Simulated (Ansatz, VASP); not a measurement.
# One calculation of Rb, two programs

```
CELL_PARAMETERS angstrom
4.25025 0.00000 0.00000
-2.12512 3.68082 0.00000
0.00000 0.00000 6.98629
ATOMIC_POSITIONS crystal
Rb 0.33333 0.66667 0.25000
Rb 0.66667 0.33333 0.75000
```

Change from the starting cell: volume scaled by 0.7, LAPW.

Alike in both runs: task single point; functional LDA; k mesh 9 × 9 × 5; occupations fermi-dirac, width 0.1 eV; no spin polarisation.

```csv
,VASP,Ansatz
version,VASP 6.6.1,Ansatz 0.2.0
potentials or method,"VASP PAW LDA potentials, release 64 (Rb_sv), cutoff 520 eV","all-electron LAPW, scalar-relativistic"
```

```tsv
	VASP	Ansatz	Ansatz less VASP
pressure (GPa)	2.3	2.3	0.00
```

Ansatz ran all-electron here, so the differences hold the error of VASP's frozen core and of both bases.
